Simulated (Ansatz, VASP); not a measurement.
## SiO2: VASP beside Ansatz

```
CELL_PARAMETERS angstrom
4.10530 0.00000 0.00000
0.00000 4.10530 0.00000
0.00000 0.00000 2.34200
ATOMIC_POSITIONS crystal
Si 0.50000 0.50000 0.50000
Si 0.00000 0.00000 0.00000
O 0.69443 0.69443 0.00000
O 0.19443 0.80557 0.50000
O 0.30557 0.30557 0.00000
O 0.80557 0.19443 0.50000
```

Alike in both runs: task single point; functional LDA; k mesh 6 × 6 × 8; occupations gaussian, width 0.05 eV; no spin polarisation.

```csv
,VASP,Ansatz
version,VASP 6.6.1,Ansatz 0.2.0
potentials or method,"VASP PAW LDA potentials, release 64 (Si, O)","scalar-relativistic, plane waves, PAW"
plane-wave cutoff (eV),520,520
valence electrons in the cell,32,32
```

|  | VASP | Ansatz | Ansatz less VASP |
| --- | --- | --- | --- |
| gap on the k mesh at the Fermi level (eV) | 8.74 | 8.76 | +0.017 |
| least direct gap on the mesh (eV) | 8.74 | 8.76 | +0.017 |
| rms of the force components (eV/Å) | 0.664 | 0.611 | -0.0526 |

Atom by atom the forces differ by 0.053 eV/Å (rms over components). Ansatz warned: «pseudo_functional_mismatch».

Caveats: forces of over 1 eV/Å show positions far from the minimum, so gaps and moduli don't describe the material at rest. As with any semilocal functional, this LDA gap is likely too small. A k mesh can miss the band edges.
